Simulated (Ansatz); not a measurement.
**InP in Ansatz: the effect of functional**

The system is InP.

```xyz
2
Lattice="0.0000 2.7314 2.7314 2.7314 0.0000 2.7314 2.7314 2.7314 0.0000" Properties=species:S:1:pos:R:3 pbc="T T T"
In    0.0000    0.0000    0.0000
P     2.7314    2.7314    2.7314
```

Measurements of this composition are mostly on another form, of space group No. 216.

The cell isn't the ideal one: volume scaled by 0.96.

Alike in all runs:

```yaml
Program: Ansatz 0.2.0
Task: single point
Potentials_or_basis: Ansatz PAW
k_mesh: 8 × 8 × 8
Occupations: fermi-dirac, width 0.05 eV
Spin: no spin polarisation
```

Task: One run gave: pressure -0.3 GPa. Which functional did it use?
A. LDA
B. PBEsol
C. r2SCAN

Result: B.

```tsv
functional	cutoff	pressure (GPa)
LDA	420 eV (not typed: the program's choice for these potentials)	-2.2
PBEsol	420 eV (not typed: the program's choice for these potentials)	-0.3
r2SCAN	500 eV (not typed: the program's choice for these potentials)	1.4
```

Caveats: the PAW data sets come from PBE, with cores solved anew for the run's functional, which leaves a small shift of forces and pressure.
